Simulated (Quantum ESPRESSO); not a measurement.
HgTe (Coloradoite):

```
Hg Te
1.0
     0.00000    3.21450    3.21450
     3.21450    0.00000    3.21450
     3.21450    3.21450    0.00000
Hg Te
1 1
Direct
  0.00000 0.00000 0.00000
  0.75000 0.75000 0.75000
```

Base run:

- Program: Quantum ESPRESSO 7.5
- Functional: PBE
- Potentials or basis: PseudoDojo 0.4 FR PBE standard
- Cutoff: 1088 eV
- Density cutoff: 4354 eV
- k mesh: 7 × 7 × 7
- Occupations: fermi-dirac, width 0.05 eV
- Spin: spin-orbit coupling, no magnetisation

Its results: band gap on the k mesh none (metal or under the smearing width); pressure 4.2 GPa.

Task: The run is repeated on the same cell with these changes: potentials or basis from PseudoDojo 0.4 FR PBE standard to JTH 2.0 PBE; cutoff from 1088 eV to 490 eV; density cutoff from 4354 eV to 2939 eV; spin from spin-orbit coupling, no magnetisation to no spin polarisation; valence electrons from 36 to 18. What comes out?

Result: Band gap on the k mesh none (metal or under the smearing width); pressure 4.8 GPa.

Caveats: the cutoff is low for these files, which shifts pressure and relaxed volume (some runs); some levels on the path didn't converge (some runs); spin-orbit coupling is left out, which moves the levels of the heavy elements (some runs).
